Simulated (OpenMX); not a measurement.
A run of OpenMX 3.8.5:

The input CdS.dat:

```
System.CurrrentDirectory             ./
System.Name                          CdS
DATA.PATH                            ./DFT_DATA13
level.of.stdout                      1
level.of.fileout                     0
Species.Number                       2
<Definition.of.Atomic.Species
  Cd  Cd7.0-s3p2d2           Cd_PBE13
  S   S7.0-s2p2d1f1          S_PBE13
Definition.of.Atomic.Species>

Atoms.Number                         2
Atoms.SpeciesAndCoordinates.Unit     FRAC
<Atoms.SpeciesAndCoordinates
    1  Cd   -0.0032290000   -0.0075890000    0.4340560000   6.000  6.000
    2  S     0.6737480000    0.3372770000    0.4319240000   3.000  3.000
Atoms.SpeciesAndCoordinates>

Atoms.UnitVectors.Unit               Ang
<Atoms.UnitVectors
     4.2611695877    0.0000000000    0.0000000000
    -2.1305847939    3.6902811128    0.0000000000
     0.0000000000    0.0000000000    5.8041729400
Atoms.UnitVectors>

scf.XcType                           GGA-PBE
scf.SpinPolarization                 off
scf.ElectronicTemperature            580.226
scf.energycutoff                     500.0
scf.maxIter                          100
scf.EigenvalueSolver                 band
scf.Kgrid                            11 11 7
scf.Mixing.Type                      rmm-diisk
scf.Init.Mixing.Weight               0.05
scf.Min.Mixing.Weight                0.001
scf.Max.Mixing.Weight                0.3
scf.Mixing.History                   25
scf.Mixing.StartPulay                8
scf.criterion                        1.0e-8
scf.stress.tensor                    on
MD.Type                              nomd
```

Potentials or basis: OpenMX 2013 PBE set, Cd7.0-s3p2d2, S7.0-s2p2d1f1, grid cutoff 500 Ry.

Command:

```console
$ openmx CdS.dat -nt 1 > CdS.std
```

Hardware: 1 thread of Arm Neoverse V2, with other jobs on the host.

Task: Estimate the wall time of this run.

Result: Wall time 58 s on 1 thread of Arm Neoverse V2, with other jobs on the host, peak memory 0.93 GiB. Counts: k points 424, basis 39, scf iterations 18.
